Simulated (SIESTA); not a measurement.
The system is CuI (Marshite).

```
CELL_PARAMETERS angstrom
0.00000 3.03150 3.03150
3.03150 0.00000 3.03150
3.03150 3.03150 0.00000
ATOMIC_POSITIONS crystal
I 0.00000 0.00000 0.00000
Cu 0.75000 0.75000 0.75000
```

Base run:

| Item | Value |
| --- | --- |
| Program | SIESTA 5.4.2 |
| Functional | PBE |
| Potentials or basis | PseudoDojo 0.4 standard (PBE files) |
| Basis | DZP (energy shift 0.003 Ry; two zetas on semicore shells) |
| Grid cutoff | 800 Ry |
| Energy shift | 0.003 Ry |
| k mesh | 8 × 8 × 8 |
| Occupations | fermi-dirac, width 0.05 eV |
| Spin | no spin polarisation |

Its results: band gap on the k mesh 1.73 eV, direct; pressure 1.5 GPa.

**Question.** The run is repeated on the same cell with these changes: functional from PBE to LDA; potentials or basis from PseudoDojo 0.4 standard (PBE files) to PseudoDojo 0.4 standard (LDA files). What comes out?

**Answer.** Band gap on the k mesh 1.50 eV, direct; pressure -3.5 GPa.

Caveats: short orbitals over semicore shells can move pressures by several GPa; spin-orbit coupling is left out, which moves the levels of the heavy elements; the basis of atomic orbitals isn't converged, which shifts pressures, moduli and gaps.
